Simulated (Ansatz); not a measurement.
Steps from a short run of molecular dynamics on a 2×2×1 supercell (16 atoms) of CuGaSe2 (ordering on rocksalt), relaxed with r2SCAN; forces from PBE in Ansatz 0.2.0, 2×2×4 mesh, Fermi-Dirac smearing of 0.086 eV, Langevin thermostat and barostat (NPT), set at 1000 K. Computed, non-magnetic; the trajectory is short and the cell small, so nothing here is a converged average. The structure comes from a prototype and may be hypothetical.

Question: At 20 fs the positions in Å are
```
cell (Å): 7.519 0.000 0.000; 0.000 7.519 0.000; 0.000 0.000 5.297
Cu  -0.016  -0.020  -0.096
Se  -0.091   0.031   2.543
Ga   1.852   1.787   2.675
Se   1.912   1.757  -0.039
Cu  -0.043   3.729   0.041
Se   0.059   3.624   2.701
Ga   1.793   5.726   2.642
Se   1.968   5.663  -0.016
Cu   3.893   0.046   0.055
Se   3.709   0.022   2.631
Ga   5.592   1.884   2.608
Se   5.591   1.859   0.064
Cu   3.796   3.850   0.053
Se   3.839   3.691   2.647
Ga   5.603   5.714   2.656
Se   5.676   5.689  -0.058
```
What are the forces, and how far does the free energy (smearing included) lie above that of step 0, with the atoms on their sites?

Answer: 12.3 meV an atom; forces in eV/Å:
```
cell (Å), as above: 7.519 0.000 0.000; 0.000 7.519 0.000; 0.000 0.000 5.297
Cu   0.132   0.094   0.071
Se   0.289  -0.129   0.169
Ga   0.053   0.466  -0.093
Se  -0.211   0.134   0.237
Cu   0.195  -0.002  -0.029
Se  -0.177   0.370  -0.143
Ga   0.019  -0.350   0.014
Se  -0.043  -0.192   0.049
Cu  -0.462  -0.222  -0.156
Se   0.344  -0.124   0.099
Ga   0.070   0.162   0.233
Se   0.152   0.333  -0.526
Cu  -0.057  -0.236  -0.092
Se  -0.362   0.236   0.011
Ga  -0.117  -0.466  -0.128
Se   0.176  -0.073   0.286
```

Question: At 24 fs the positions in Å are
```
cell (Å): 7.550 0.000 0.000; 0.000 7.550 0.000; 0.000 0.000 5.319
Cu  -0.013  -0.025  -0.122
Se  -0.101   0.034   2.526
Ga   1.868   1.782   2.700
Se   1.922   1.740  -0.046
Cu  -0.045   3.737   0.046
Se   0.073   3.613   2.725
Ga   1.789   5.764   2.654
Se   1.989   5.689  -0.022
Cu   3.933   0.055   0.067
Se   3.717   0.020   2.644
Ga   5.609   1.896   2.612
Se   5.601   1.863   0.074
Cu   3.826   3.881   0.056
Se   3.862   3.697   2.656
Ga   5.619   5.749   2.674
Se   5.712   5.716  -0.065
```
What are the forces, and how far does the free energy (smearing included) lie above that of step 0, with the atoms on their sites?

Answer: 16.6 meV an atom; forces in eV/Å:
```
cell (Å), as above: 7.550 0.000 0.000; 0.000 7.550 0.000; 0.000 0.000 5.319
Cu   0.142   0.105   0.098
Se   0.329  -0.138   0.206
Ga   0.006   0.505  -0.102
Se  -0.256   0.136   0.269
Cu   0.204  -0.005  -0.033
Se  -0.196   0.397  -0.175
Ga  -0.006  -0.377  -0.001
Se  -0.016  -0.228   0.086
Cu  -0.546  -0.284  -0.165
Se   0.407  -0.124   0.076
Ga   0.114   0.160   0.244
Se   0.188   0.402  -0.580
Cu  -0.069  -0.253  -0.081
Se  -0.376   0.258  -0.002
Ga  -0.117  -0.483  -0.138
Se   0.190  -0.073   0.298
```
